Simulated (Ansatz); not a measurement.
AlNi:

```
CELL_PARAMETERS angstrom
2.30068 -1.39468 0.00000
2.30068 1.39468 0.00000
-1.35645 0.00000 3.88084
ATOMIC_POSITIONS crystal
Ni 0.50000 0.50000 0.50000
Al 0.00000 0.00000 0.00000
```

The cell comes from a database or a generator and needn't be the stable form of this composition.

- Program: Ansatz 0.2.0
- Task: single point
- Functional: PBE
- Potentials or basis: Ansatz PAW
- Cutoff: 420 eV (not typed: the program's choice for these potentials)
- k mesh: 11 × 11 × 7
- Occupations: fermi-dirac, width 0.05 eV
- Spin: collinear spin, ferromagnetic start
- Starting moments: [1.0, 0.0] μB

On this cell: pressure 1.9 GPa; largest force under 0.003 eV/Å; net moment 0.00 μB per cell; band gap on the k mesh none (metal or under the smearing width).

The same run follows on a disturbed copy (atoms moved at random, drawn with an rms of 0.05 Å):

```
Ni Al
1.0
     2.30068   -1.39468    0.00000
     2.30068    1.39468    0.00000
    -1.35645    0.00000    3.88084
Ni Al
1 1
Direct
  0.47710 0.51088 0.50630
  0.00512 0.01198 0.01376
```

**Question.** What does the disturbed cell give?

**Answer.** The energy (extrapolated to zero smearing) moves by +4.3 meV/atom; pressure 2.1 GPa; largest force 0.281 eV/Å; net moment 0.00 μB per cell; band gap on the k mesh none (metal or under the smearing width).

Forces in eV/Å, atoms in the order of the input:
```
Ni   0.111 -0.115  0.231
Al  -0.111  0.115 -0.231
```

Stress tensor (GPa, compression positive):
```
 2.94  0.08 -0.53
 0.08  0.71  0.05
-0.53  0.05  2.60
```

Caveats: the starting moments weren't kept.
